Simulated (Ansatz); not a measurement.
Thickness series in ZnTe

Base system: ZnTe in the zinc blende structure (space group F-43m, No. 216).

```
CELL_PARAMETERS angstrom
      0.00000     3.03285     3.03285
      3.03285     0.00000     3.03285
      3.03285     3.03285     0.00000
ATOMIC_POSITIONS crystal
  Te 0.75000 0.75000 0.75000
  Zn 0.00000 0.00000 0.00000
```

Cartesian axes are those of the cell as printed.

Free-standing slabs (2 atom(s) a layer) normal to [110] with 15 Å of vacuum; in-plane cell held at bulk.

Computed with Ansatz (a first-principles code), PBEsol, PAW, cutoff 420 eV, no spin-orbit coupling.

For the base:

- Band gap = 1.24 eV

### Question
The aim is a band gap between 1.39 eV and 1.48 eV. Which of these changes reaches it?
A) 2 layers
B) 5 layers
C) 1 layer
D) 6 layers

### Answer
C, 1 layer. It gives 1.42 eV; 5 layers gives 1.72 eV; 6 layers gives 1.66 eV; 2 layers gives 2.32 eV. Changes not listed may reach it too

With Te present, leaving out spin-orbit coupling can change the band edges. Semilocal Kohn–Sham gaps tend to fall short of experiment. Stability against distortions was not tested.
